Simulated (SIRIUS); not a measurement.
Here is a SIRIUS 7.12.0 calculation.

File sirius.json:

```json
{
  "control": {
    "processing_unit": "cpu",
    "verbosity": 2,
    "num_bands_to_print": 13,
    "print_forces": true,
    "print_stress": true
  },
  "parameters": {
    "electronic_structure_method": "pseudopotential",
    "xc_functionals": ["XC_GGA_X_PBE_SOL", "XC_GGA_C_PBE_SOL"],
    "gk_cutoff": 7.7,
    "pw_cutoff": 15.4,
    "ngridk": [10, 10, 10],
    "shiftk": [0, 0, 0],
    "smearing": "fermi_dirac",
    "smearing_width": 0.0018374661,
    "num_bands": 13,
    "num_mag_dims": 0,
    "num_dft_iter": 100,
    "energy_tol": 1e-08,
    "density_tol": 1e-06
  },
  "iterative_solver": {
    "type": "davidson",
    "min_tolerance": 1e-10
  },
  "mixer": {
    "type": "anderson",
    "beta": 0.7,
    "max_history": 8
  },
  "settings": {
    "tol_ne": 1e-10,
    "pseudo_grid_cutoff": 6.5
  },
  "unit_cell": {
    "lattice_vectors": [
      [0.0, 0.707106781187, 0.707106781187],
      [0.707106781187, 0.0, 0.707106781187],
      [0.707106781187, 0.707106781187, 0.0]
    ],
    "lattice_vectors_scale": 5.9328974184,
    "atom_coordinate_units": "lattice",
    "atom_types": ["Hf"],
    "atom_files": {
      "Hf": "Hf.json"
    },
    "atoms": {
      "Hf": [
        [0.0, 0.0, 0.0]
      ]
    }
  }
}
```

Potentials or basis: PseudoDojo 0.4.1 PBEsol standard (scalar relativistic).

Command:

```bash
$ upf_to_json Hf.upf
$ OMP_NUM_THREADS=1 sirius.scf --input=sirius.json --output=out.json --task=0
```

(1) What does it give for the pressure?

(2) Predict the band gap on the k mesh.

## Answers

(1) -1.3 GPa.

(2) none (metal or under the smearing width).
